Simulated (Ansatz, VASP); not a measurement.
## Two plane-wave programs on SnTe

```xyz
2
Lattice="0.0000 3.6111 3.6111 3.6111 0.0000 3.6111 3.6111 3.6111 0.0000" Properties=species:S:1:pos:R:3 pbc="T T T"
Sn    0.0000    0.0000    0.0000
Te    5.4167    5.4167    5.4167
```

Measurements of this composition are mostly on another form, of space group No. 225.

Alike in both runs: task relaxation of cell and atoms; functional PBE; k mesh 8 × 8 × 8; occupations gaussian, width 0.01 eV; no spin polarisation.

```csv
,VASP,Ansatz
version,VASP 6.6.1,Ansatz 0.2.0
potentials or method,"VASP PAW PBE potentials, release 64 (Sn_d, Te)","scalar-relativistic, plane waves, PAW"
plane-wave cutoff (eV),600,420
valence electrons in the cell,20,30
```

VASP gave:

```
gap on the k mesh at the Fermi level, each at its own relaxed structure (eV) : 0.08
relaxed volume (Å³/atom)                                                     : 47.01
relaxed cell length with the largest relative difference (Å)                 : 5.104
```

**Question.** Estimate Ansatz's values.

**Answer.** gap on the k mesh at the Fermi level, each at its own relaxed structure (eV): 0.09; relaxed volume (Å³/atom): 47.09; relaxed cell length with the largest relative difference (Å): 5.107.

The two sets of potentials don't hold the same shells in valence.

Caveats: spin-orbit coupling is left out, which moves the levels of the heavy elements.
